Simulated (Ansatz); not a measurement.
## BaS: phonons across the zone

Computed with Ansatz, DFT PBE, scalar-relativistic, plane waves, PAW. Plane waves to 420 eV; Γ-centred k mesh 8×8×8; fixed occupations. No spin polarisation. Phonons by linear response, acoustic sum rule imposed.

The cell, relaxed at this level:
```xyz
2
Lattice="0.0000 3.2143 3.2143 3.2143 0.0000 3.2143 3.2143 3.2143 0.0000" Properties=species:S:1:pos:R:3 pbc="T T T"
Ba    0.0000    0.0000    0.0000
S     3.2143    3.2143    3.2143
```

It comes from a database structure that was distorted and then relaxed. Spin–orbit coupling is left out, which matters for heavy elements.

Force constants from linear response on a 4×4×4 q mesh.

Path: Γ–X–U | K–Γ–L–W–X. Only the points of the 4×4×4 mesh were computed; the rest is interpolation, which is rough on so few points. On the mesh no mode is imaginary. Distance along the path (Å⁻¹), then the branches (cm⁻¹, negative for imaginary; the LO field is included):
```
0.000  0 0 0 135 135 243
0.122  15 15 29 137 137 242
0.244  28 28 55 139 139 237
0.366  38 38 77 142 142 227
0.489  46 46 92 143 143 213
0.611  53 53 101 144 144 197
0.733  59 59 102 145 145 183
0.855  62 62 100 145 145 173
0.977  64 64 99 145 145 170
1.021  64 64 99 145 146 170
1.064  64 67 99 146 148 169
1.107  65 70 98 146 152 169
1.150  66 74 98 147 157 169
1.193  67 79 97 147 162 168
1.236  68 84 95 148 167 168
1.280  70 89 94 149 166 174
1.323  71 92 94 151 165 179
1.323  71 92 94 151 165 179
1.452  72 86 106 154 161 193
1.582  71 77 111 156 157 204
1.712  67 67 107 153 155 214
1.841  56 60 95 149 151 224
1.971  44 50 77 145 145 232
2.100  31 37 55 140 141 238
2.230  16 20 28 136 137 242
2.360  0 0 0 135 135 243
2.360  0 0 0 135 135 243
2.465  15 15 23 136 136 242
2.571  29 29 45 139 139 240
2.677  41 41 66 142 142 238
2.783  51 51 85 147 147 234
2.889  59 59 102 151 151 230
2.994  64 64 116 155 155 225
3.100  68 68 126 157 157 221
3.206  69 69 130 157 157 220
3.292  69 70 129 157 157 219
3.379  70 72 126 157 158 215
3.465  70 75 121 156 158 210
3.552  72 78 115 156 159 203
3.638  74 81 108 156 159 195
3.724  78 84 101 157 160 186
3.811  82 85 94 159 160 179
3.897  86 86 89 160 160 175
3.958  82 88 89 158 162 174
4.019  79 86 92 156 164 171
4.080  75 82 94 153 166 167
4.141  72 78 96 151 161 167
4.203  69 73 97 149 155 168
4.264  66 68 98 147 150 169
4.325  64 65 99 146 146 169
4.386  64 64 99 145 145 170
```
